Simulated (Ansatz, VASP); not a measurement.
## One calculation of C, two programs

```
C
1.0
     2.39288    0.00000    0.00000
    -1.19644    2.07229    0.00000
     0.00000    0.00000    2.23584
C
1
Cartesian
  0.0000 0.0000 0.0000
```

Alike in both runs: task relaxation of cell and atoms; functional PBE; k mesh 9 × 9 × 8; occupations gaussian, width 0.1 eV; no spin polarisation.

|  | VASP | Ansatz |
| --- | --- | --- |
| version | VASP 6.6.1 | Ansatz 0.2.0 |
| potentials or method | VASP PAW PBE potentials, release 64 (C) | scalar-relativistic, plane waves, PAW |
| plane-wave cutoff (eV) | 600 | 420 |
| valence electrons in the cell | 4 | 4 |

VASP gave:

* gap on the k mesh at the Fermi level, each at its own relaxed structure (eV): none
* relaxed volume (Å³/atom): 5.57
* relaxed cell length with the largest relative difference (Å): 2.015
* energy change over the relaxation (meV/atom): -1782

**Question.** Which values does Ansatz return?

**Answer.** gap on the k mesh at the Fermi level, each at its own relaxed structure (eV): none; relaxed volume (Å³/atom): 5.57; relaxed cell length with the largest relative difference (Å): 2.014; energy change over the relaxation (meV/atom): -1779.

A gap of «none» marks a metal or a gap that the smearing closes.

Caveats: the volume moved by over 15 % at a fixed basis, so the end points are rough (VASP).
